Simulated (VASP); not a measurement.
Crystal: Te.

```
Te
1.0
     2.30590    1.33131    1.69095
    -2.30590    1.33131    1.69095
     0.00000   -2.66263    1.69095
Te
1
Direct
  0.50000 0.50000 0.50000
```

This isn't the form of Te at room conditions, which is trigonal, of chains.

| Property | Result |
| --- | --- |
| Program | VASP 6.6.1 |
| Task | relaxation of cell and atoms |
| Functional | PBE |
| Dispersion | TS-HI |
| Potentials or basis | VASP PAW PBE potentials, release 64 (Te) |
| Cutoff | 600 eV |
| k mesh | 9 × 9 × 9 |
| Occupations | fermi-dirac, width 0.05 eV |
| Spin | no spin polarisation |

At the start: pressure 1.5 GPa; volume 31.15 Å³/atom.

Where does the relaxation end?

Over 13 steps the energy falls by 9.6 meV/atom and the volume is 32.12 Å³/atom (+3.1 %); space group R-3m (No. 166, to 0.05 Å).

Step by step:
| step | energy change (eV) | largest force (eV/Å) | pressure (GPa) | volume (Å³) |
| --- | --- | --- | --- | --- |
| 1 | 0.0000 | 0.0000 | 1.50 | 31.15 |
| 2 | -0.0035 | 0.0000 | -0.86 | 32.48 |
| 3 | -0.0044 | 0.0000 | -0.17 | 32.05 |
| 4 | -0.0044 | 0.0000 | -0.10 | 32.01 |
| 5 | -0.0055 | 0.0000 | -0.12 | 32.05 |
| 6 | -0.0083 | 0.0000 | -0.18 | 32.17 |
| 7 | -0.0093 | 0.0000 | -0.35 | 32.34 |
| 8 | -0.0094 | 0.0000 | -0.32 | 32.31 |
| 9 | -0.0094 | 0.0000 | -0.25 | 32.25 |
| 10 | -0.0095 | 0.0000 | -0.29 | 32.29 |
| 11 | -0.0083 | 0.0000 | 0.79 | 31.69 |
| 12 | -0.0096 | 0.0000 | -0.07 | 32.16 |
| 13 | -0.0096 | 0.0000 | 0.00 | 32.12 |

Final structure:
```
Te
1.0
     2.26787    1.30935    1.80294
    -2.26787    1.30935    1.80294
     0.00000   -2.61871    1.80294
Te
1
Direct
  0.50000 0.50000 0.50000
```

Caveat: pairwise dispersion overbinds metals, which lowers pressure and volume.
